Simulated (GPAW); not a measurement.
Runs of GPAW 26.7.0 on LiF (Griceite). It takes space group Fm-3m (No. 225, cubic). The conventional cell has a = 4.028 Å, b = 4.028 Å, c = 4.028 Å, α = 90.00°, β = 90.00°, γ = 90.00°. F (site symmetry m-3m) is surrounded by 6 Li at 2.01 Å. Around Li (site symmetry m-3m) lie 6 F at 2.01 Å. 

| task | level | potentials or basis | cell | cutoff (eV) | eigensolver | convergence | supercell | supercell k mesh | displacement | gap on the mesh (eV) | pressure (GPa) |
| --- | --- | --- | --- | --- | --- | --- | --- | --- | --- | --- | --- |
| gruneisen | PBEsol+D4 | PAW data sets generated in the run's folder for this functional, pw | relaxed | 680 | - | density 1e-6 | 1 × 1 × 1 | 11 × 11 × 11 | 0.01 | 9.27 | 0.0 |
| band structure | PBEint | PAW data sets generated in the run's folder for this functional, pw | as given | 800 | - | - | - | - | - | 8.98 | (a) |
| band structure | LDA | PAW data sets generated in the run's folder for this functional, pw | as given | 800 | - | - | - | - | - | 8.82 | -8.0 |
| band structure | r2SCAN | GPAW PAW data sets (gpaw-data 1.2.1), pw | as given | 800 | - | - | - | - | - | (b) | -1.9 |

Alike in all rows: no spin polarisation; k mesh 11 × 11 × 11; smearing fermi-dirac 0.05 eV.

Q: Fill in the values left out.

A: (a) -0.1; (b) 10.04.

Caveats: the cutoff is short for stress and forces, so pressures can be off by a GPa or more (some runs); the density grid can change from cell to cell, which puts small steps into energies and stress (some runs); the LO-TO splitting is left out (some runs); an odd mesh through Γ misses points on the zone boundary, where band edges often lie (some runs); the PAW data sets were made with another functional, which shifts forces and pressure a little (some runs).

Runs at the PBE level aren't shown here.
